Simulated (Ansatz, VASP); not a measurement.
**Si in VASP and in Ansatz**

```
Si
1.0
     0.00000    2.70358    2.70358
     2.70358    0.00000    2.70358
     2.70358    2.70358    0.00000
Si
2
Direct
  0.50000 0.50000 0.50000
  0.75000 0.75000 0.75000
```

Alike in both runs: task single point; functional LDA; k mesh 8 × 8 × 8; occupations fermi-dirac, width 0.05 eV; no spin polarisation.

```csv
,VASP,Ansatz
version,VASP 6.6.1,Ansatz 0.2.0
potentials or method,"VASP PAW LDA potentials, release 64 (Si)",JTH PAW LDA
plane-wave cutoff (eV),520,390
valence electrons in the cell,8,8
```

```tsv
	VASP	Ansatz	Ansatz less VASP
gap on the k mesh at the Fermi level (eV)	0.49	0.50	+0.008
least direct gap on the mesh (eV)	2.53	2.54	+0.008
pressure (GPa)	-0.2	-0.3	-0.08
```
